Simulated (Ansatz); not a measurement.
FeO (Wuestite): band structure with PBE

**Experimental background.**

“W\"ustite: Electric, thermodynamic and optical properties of FeO”, 2012, arxiv:1203.1201 quotes, for a bulk crystal of FeO: band gap 2.4 eV (optical).

The system is FeO (Wuestite).

```
CELL_PARAMETERS angstrom
0.00000 2.15540 2.15540
2.15540 0.00000 2.15540
2.15540 2.15540 0.00000
ATOMIC_POSITIONS crystal
Fe 0.00000 0.00000 0.00000
O 0.50000 0.50000 0.50000
```

```json
{
  "Program": "Ansatz 0.2.0",
  "Task": "band structure",
  "Functional": "PBE",
  "Potentials or basis": "all-electron LAPW, scalar-relativistic",
  "Cutoff": "349 eV (chosen from the basis error)",
  "Basis error allowed": "0.001 eV/atom",
  "k mesh": "11 × 11 × 11",
  "Occupations": "fermi-dirac, width 0.05 eV",
  "Spin": "collinear spin, ferromagnetic start",
  "Starting moments": "[3.0, 0.0] μB"
}
```

- Pressure: -0.3 GPa
- Band gap along the path: none (metal or under the smearing width)
- Net moment: 4.00 μB per cell
- Absolute moment: 4.01 μB per cell
- Site moments: Fe +3.62; O +0.32 μB

Levels at the corners of the path, in eV from the Fermi level:
Spin up:
```
point  band 12  band 13  band 14  band 15  band 16  band 17
    Γ    -3.87    -3.68    -3.68     0.01    15.22    16.94
    X    -2.81    -2.78    -2.78     5.20     8.65    10.71
    W    -2.93    -2.78    -1.74     7.37     8.91     8.91
    K    -2.64    -2.48    -1.72     6.71     8.66     8.67
    Γ    -3.87    -3.68    -3.68     0.01    15.22    16.94
    L    -2.49    -0.36    -0.36     3.99     8.40    12.44
    U    -2.64    -2.48    -1.72     6.71     8.66     8.67
    W    -2.93    -2.78    -1.74     7.37     8.91     8.91
```
Spin down:
```csv
point,band 6,band 7,band 8,band 9,band 10,band 11,band 12,band 13,band 14,band 15
Γ,-20.26,-3.33,-3.33,-3.33,-0.74,-0.74,-0.74,0.23,0.23,0.80
X,-19.07,-6.95,-4.50,-4.50,-2.13,0.75,0.75,0.79,1.19,6.55
W,-18.96,-6.16,-6.16,-5.59,-0.05,-0.05,0.76,1.10,1.85,8.71
K,-18.99,-6.57,-6.18,-4.91,-0.81,0.57,0.67,1.34,1.80,7.96
Γ,-20.26,-3.33,-3.33,-3.33,-0.74,-0.74,-0.74,0.23,0.23,0.80
L,-19.06,-8.07,-5.20,-5.20,0.41,0.41,0.60,2.82,2.82,4.48
U,-18.99,-6.57,-6.18,-4.91,-0.81,0.57,0.67,1.34,1.80,7.96
W,-18.96,-6.16,-6.16,-5.59,-0.05,-0.05,0.76,1.10,1.85,8.71
```

Run time: 15 s on 2 threads of Arm Neoverse V2, on a shared host, peak memory 0.41 GiB.

Against the measured gap of FeO, 2.4 eV (optical; quoted in “W\"ustite: Electric, thermodynamic and optical properties of FeO”, 2012, arxiv:1203.1201), the calculated 0.00 eV is off by -2.40 eV. So large a miss can be the level of theory's own, or it may mean another phase, state or a wrong row. The value is that of PBE, without temperature or zero-point motion. Semilocal functionals fall short of measured gaps as a rule. The run's magnetic order (collinear spin, ferromagnetic start) needn't be the measured crystal's.

Caveat: a cell with one magnetic atom can't hold antiferromagnetic order, which such compounds often take; semilocal functionals often make such compounds metallic where correlation or magnetic order opens a gap, which also shifts bond lengths.
